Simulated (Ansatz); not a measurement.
# Zn (C2/m) in Ansatz: further runs

One crystal, Zn, is run at these levels: LDA, PBEsol, r2SCAN; tasks: projected density of states.

Everything below comes from runs of Ansatz 0.2.0. Logs are shortened: lines on timing, memory, paths and dates and some standing lists are left out, and cuts for length are marked.

### Step 1. The crystal as given

It takes space group C2/m (No. 12, monoclinic). The conventional cell has a = 4.536 Å, b = 2.617 Å, c = 7.472 Å, α = 90.00°, β = 102.30°, γ = 90.00°. Zn (site symmetry m) has 12 Zn at 2.62 to 2.89 Å as nearest neighbours. Zn (site symmetry 2/m) has 12 Zn at 2.62 to 2.89 Å as nearest neighbours.

This isn't the form of Zn at room conditions, which is hcp.

### Step 2. Projected density of states, LDA

Input file input.yaml:

```yaml
crystal:
  lattice:
    - [2.2681701736, -1.30848701, 0.0]
    - [2.2681701736, 1.30848701, 0.0]
    - [-1.5917165425, 0.0, 7.3004081919]
  atoms:
    - { symbol: Zn, position: [0.77801786, 0.77801786, 0.33450498] }
    - { symbol: Zn, position: [0.22198214, 0.22198214, 0.66549502] }
    - { symbol: Zn, position: [0.0, 0.0, 0.0] }
hamiltonian:
  xc: lda
  pseudopotentials: { kind: paw }
kpoints:
  mp_grid: { grid: [7, 7, 2] }
scf:
  occupations: { method: fermi_dirac, width: 0.05 }
  n_extra_bands: 7
output:
  forces: true
  stress: true
  eigenvalues: true
  dos: { projected: true, de: 0.05, nscf_kmesh: { grid: [11, 11, 3] } }
```

Potentials or basis: Ansatz PAW.

Command:

```bash
$ ansatz run input.yaml --threads 2 --pin off --max-ram 5632MiB --backend cpu --events-out ev --progress --plain --runs-dir out
```

Output:

```text
Warning: RAYON_NUM_THREADS=2 ignored (pool sized by the plan → 2); use --threads N
scf.n_extra_bands = 7 over 18 filled bands (N_el = 36.0): the run solves 25 bands
Engine: ansatz 0.2.0, aarch64-unknown-linux-gnu
Pseudopotentials: kind: paw
Pseudopotential: Zn, paw, valence charge 12, recommended cutoff 420 eV (normal), Zn.paw.azcp
Functional definition: SPW92
  exchange = slater_x
  correlation = pw_c
Crystal: 3 atoms, lattice volume = 43.333 Å³
Basis set: ecut = 420 eV, 871 PW (Γ)
Bands: 25, of which v1, the nominal top of the filled ones, is band 18 counted from 1 (17 counted from 0)
Symmetry: 4 space group operations
Space group: C2/m (ITA 12), of the structure as read, at distance tolerance 3.5e-5 Å
k-points: 32 of 98
Non-local potential: Zn, projectors of the file, l = 0: 2, l = 1: 2, l = 2: 3, l = 3: 1
PAW form: soft (Blöchl's): semilocal exchange-correlation on the pseudo side does not see the compensation charge
PAW frozen core: Zn, regenerated for the run's functional, and the local potential with it (the file was generated under x = pbe(κ = 0.804, μ = 0.2195149727645171), c = pbe(β = 0.06672455060314922))
PAW one-centre angular grid: Zn, 590 points (default); XC on 64 Gauss nodes
Initial density: superposition of atomic densities (neutral atoms: chi_scale 0, normalization atom), corrected by the library's trained network
Initial wavefunctions: pseudopotential atomic-orbital guess
Functional: x = slater, c = lda
SCF iter   1: F=—  HF=-9738.822648 eV  |F-HF|=—  |Δ(HF+E_count)|=         —  Δρ=6.02e-3  dr2=5.86e-3  ethr=1.77e-3  ⟨swp⟩=5.7  Hψ=3626  notcnv=0  defer=6
preconditioner: auto → none  [metal: Δε(μ)=0.027 eV  Ē_g=14.075 eV  σ=0.050 eV  W_gap=0.13  n_scr=6 (ndim 8)  ℏωp=33.8 eV  f_vac=0.000  D(μ)=1.13/eV (n_scr^D=4)  sad-step TF]
SCF iter   2: F=—  HF=-9738.821716 eV  |F-HF|=—  |Δ(HF+E_count)|=   9.32e-4  Δρ=1.51e-3  dr2=6.93e-4  ethr=1.63e-5  ⟨swp⟩=2.1  Hψ=1788  notcnv=0  defer=58
SCF iter   3: F=—  HF=-9738.821456 eV  |F-HF|=—  |Δ(HF+E_count)|=   2.60e-4  Δρ=1.39e-3  dr2=5.05e-4  ethr=1.93e-6  ⟨swp⟩=2.0  Hψ=1286  notcnv=0  defer=58
SCF iter   4: F=—  HF=-9738.821698 eV  |F-HF|=—  |Δ(HF+E_count)|=   2.42e-4  Δρ=1.00e-3  dr2=1.72e-3  ethr=1.40e-6  ⟨swp⟩=2.1  Hψ=1249  notcnv=0  defer=58  recentre
SCF iter   5: F=—  HF=-9738.821389 eV  |F-HF|=—  |Δ(HF+E_count)|=   3.09e-4  Δρ=2.26e-4  dr2=1.56e-5  ethr=1.40e-6  ⟨swp⟩=2.4  Hψ=1262  notcnv=0  defer=58
SCF iter   6: F=—  HF=-9738.821388 eV  |F-HF|=—  |Δ(HF+E_count)|=   3.60e-7  Δρ=3.60e-5  dr2=2.61e-7  ethr=4.33e-8  ⟨swp⟩=1.8  Hψ=989  notcnv=0  defer=58
SCF iter   7: F=—  HF=-9738.821389 eV  |F-HF|=—  |Δ(HF+E_count)|=   4.56e-7  Δρ=1.54e-5  dr2=5.31e-8  ethr=2.78e-10  ⟨swp⟩=8.6  Hψ=4525  notcnv=0
SCF iter   8: F=-9738.821389 eV  HF=-9738.821389 eV  |F-HF|=2.22e-9  |Δ(HF+E_count)|=   9.59e-8  Δρ=2.97e-6  dr2=3.82e-9  ethr=1.47e-10  ⟨swp⟩=4.5  Hψ=2845  notcnv=0
SCF 1 converged in 8 iterations: F = -9738.821389 eV  dr2 = 3.82e-9
NSCF: frozen V_eff on 102 k-points
SCF converged after 8 iterations
Free energy (F): -9738.821389 eV
Harris-Foulkes:  -9738.821389 eV  (|F-HF|=2.22e-9)
Internal energy: -9738.812750 eV  (E = F + TS)
E sigma→0 (E₀):  -9738.817069 eV
Entropy (-TS):   -0.008639 eV (-2.880 meV/atom)
Fermi energy:    11.371173 eV
--- Per-component energies (eV) ---
  E_band       = 153.088218
  E_kinetic    = 395.797280
  E_local      = -4523.070771  (includes V_loc(G=0)·N_el)
  E_nonlocal   = 1839.082971
  E_hartree    = 1891.254732
  E_xc         = -409.181968
  E_vxc        = -163.750117  (∫ρ·V_xc dr)
  E_paw        = -5258.758790  (= ΣΔE_a)
  E_vpaw       = -1177.475921  (= ΣTr[D̂ρ^β])
  E_aug_tail   = -0.001122  (compensation charges beyond the density's cutoff)
  E_ewald      = -3678.606507
  E_core_change = 4.671424  (= ΣΔE_core)
  E_smearing   = -0.008639  (= −TS)
  E_closure    = -0.000000  (closes the sum)
  Σ components = -9738.821389   (vs F -9738.821389, Δ=0.00e0)
--- Forces (eV/Å), atoms counted from 1 ---
  atom   1  Zn    -0.00642702     0.00000000    -0.00341277
  atom   2  Zn     0.00642702    -0.00000000     0.00341277
  atom   3  Zn     0.00000000     0.00000000     0.00000000
  max |Σ_I F_I| component: 4.34e-19 eV/Å
--- Stress (GPa, compression-positive) ---
       -5.617550      -0.000000       1.434699
       -0.000000      -8.341257       0.000000
        1.434700       0.000000      -3.884156
  P = ⅓ Tr σ = -5.9477 GPa (-59.477 kbar)
--- Band table (eV; the first three rows and the last of 32) ---
  k-point 0: bands = ["0.6028", "2.3780", "2.3805", "3.3146", "3.5651", "3.5666", "3.5728", "3.5787", "3.6125", "3.6190", "3.9980", "4.0059", "4.1672", "4.1732", "4.1759", "4.1838", "4.4011", "4.4341", "13.0677", "13.1265", "25.2969", "29.0698", "29.7929", "29.8812", "30.0298"]
  k-point 1: bands = ["1.2424", "1.2928", "2.5362", "3.3594", "3.3606", "3.5588", "3.5628", "3.5881", "3.5947", "3.6023", "3.6039", "4.0493", "4.0563", "4.0665", "4.0810", "4.2263", "4.2292", "7.5658", "8.3607", "19.3826", "19.4678", "29.3842", "29.4090", "30.7409", "30.7420"]
  k-point 2: bands = ["1.2267", "2.6986", "2.7608", "3.3721", "3.4789", "3.5064", "3.5507", "3.6622", "3.7083", "3.7218", "3.7515", "3.7553", "3.9224", "3.9508", "4.1553", "4.1781", "4.9202", "5.4036", "13.1178", "14.2671", "23.5927", "24.7028", "25.7906", "26.7378", "27.4669"]
  k-point 31: bands = ["2.9146", "2.9721", "2.9922", "3.1390", "3.1434", "3.4818", "3.6513", "3.8190", "3.8606", "4.0147", "4.0231", "4.1987", "4.2625", "4.2777", "4.2858", "9.1450", "9.6288", "10.5117", "12.4289", "12.8515", "13.6418", "18.4591", "18.5353", "18.8958", "19.8230"]
```

dos.tsv:

```text
# E-E_F[eV]	g_bin_mean(E)[states/eV]	N(E)
# format = ansatz-dos/2
# fermi_ev = 11.316732
# fermi_mp_grid = 11 11 3
# fermi_mp_shift = 0 0 0
# nscf_kmesh_grid = 11 11 3
# nscf_kmesh_shift = 0 0 0
# tetrahedron_fermi_ev = 11.336047
# g_bin_mean(E): the states in a bin one row spacing wide, centred on E, divided by that spacing. States that the method places at a single energy (under output.dos.method: tetrahedron, those of a tetrahedron whose four corners have one energy) are counted whole in the row whose bin holds that energy (on the edge of two bins, in the lower row). The sum of g_bin_mean over a run of rows, times the row spacing, is the number of states from half a spacing under the first of them to half a spacing over the last (a plain sum, not the trapezoid rule).
-11.213903	0.000000e0	0.000000e0
-11.163903	0.000000e0	0.000000e0
-11.113903	0.000000e0	0.000000e0
-11.063903	0.000000e0	0.000000e0
-11.013903	0.000000e0	0.000000e0
-10.963903	0.000000e0	0.000000e0
[... 614 lines left out ...]
19.786097	0.000000e0	5.000000e1
19.836097	0.000000e0	5.000000e1
```

pdos.tsv:

```text
# format = ansatz-pdos/7
# g_bin_mean(E): the states in a bin one row spacing wide, centred on E, divided by that spacing. States that the method places at a single energy (under output.dos.method: tetrahedron, those of a tetrahedron whose four corners have one energy) are counted whole in the row whose bin holds that energy (on the edge of two bins, in the lower row). The sum of g_bin_mean over a run of rows, times the row spacing, is the number of states from half a spacing under the first of them to half a spacing over the last (a plain sum, not the trapezoid rule).
[... 14 lines left out ...]
-11.063903	0.000000e0
-11.013903	0.000000e0
-10.963903	0.000000e0
[... 3769 lines left out ...]
19.786097	0.000000e0	0.000000e0	0.000000e0	0.000000e0	0.000000e0	0.000000e0
19.836097	0.000000e0	0.000000e0	0.000000e0	0.000000e0	0.000000e0	0.000000e0
```

It took 2.5 s on 2 threads of Arm Neoverse V2, shared host; peak memory 0.31 GiB.

Results:

```yaml
Free_energy: -9738.8214 eV
Pressure: -5.9 GPa
Largest_force: 0.007 eV/Å
Band_gap_on_the_k_mesh: none (metal or under the smearing width)
Density_of_states_at_the_Fermi_level: 0.62 states/eV per cell
```

Forces in eV/Å, atoms in the order of the input:
```
Zn  -0.006  0.000 -0.003
Zn   0.006  0.000  0.003
Zn   0.000  0.000  0.000
```

Stress tensor (GPa, compression positive):
```
-5.62  0.00  1.43
 0.00 -8.34  0.00
 1.43  0.00 -3.88
```

Levels at points of the mesh, in eV from the Fermi level:
```csv
k point,band 14,band 15,band 16,band 17,band 18,band 19,band 20,band 21,band 22,band 23
"(0.00, 0.00, 0.00)",-7.20,-7.20,-7.19,-6.97,-6.94,1.70,1.76,13.93,17.70,18.42
"(0.00, 0.00, -0.50)",-7.30,-7.29,-7.14,-7.14,-3.81,-3.01,8.01,8.10,18.01,18.04
```

States per cell in windows of 1 eV (zero at the Fermi level; states under -8 eV left out):
| from (eV) | total | Zn 3d | Zn 4s |
| --- | --- | --- | --- |
| -8.0 | 20.83 | 20.47 | 0.30 |
| -7.0 | 2.53 | 2.21 | 0.31 |
| -6.0 | 0.63 | 0.18 | 0.42 |
| -5.0 | 0.70 | 0.11 | 0.50 |
| -4.0 | 0.79 | 0.08 | 0.53 |
| -3.0 | 0.83 | 0.05 | 0.49 |
| -2.0 | 0.87 | 0.04 | 0.40 |
| -1.0 | 0.79 | 0.02 | 0.27 |
| 0.0 | 0.63 | 0.02 | 0.19 |
| 1.0 | 0.99 | 0.02 | 0.36 |
| 2.0 | 1.14 | 0.02 | 0.31 |
| 3.0 | 0.88 | 0.01 | 0.19 |
| 4.0 | 1.06 | 0.01 | 0.15 |
| 5.0 | 1.29 | 0.01 | 0.12 |
| 6.0 | 1.17 | 0.00 | 0.07 |
| 7.0 | 1.18 | 0.00 | 0.05 |

Caveat: the k mesh is coarse (spacing up to 0.43 Å⁻¹), so the values aren't converged; the PAW data sets come from PBE, with cores solved anew for the run's functional, which leaves a small shift of forces and pressure; the density of states is complete only up to the lowest level of the last band computed.

(Part 1 of 2 ends here.)
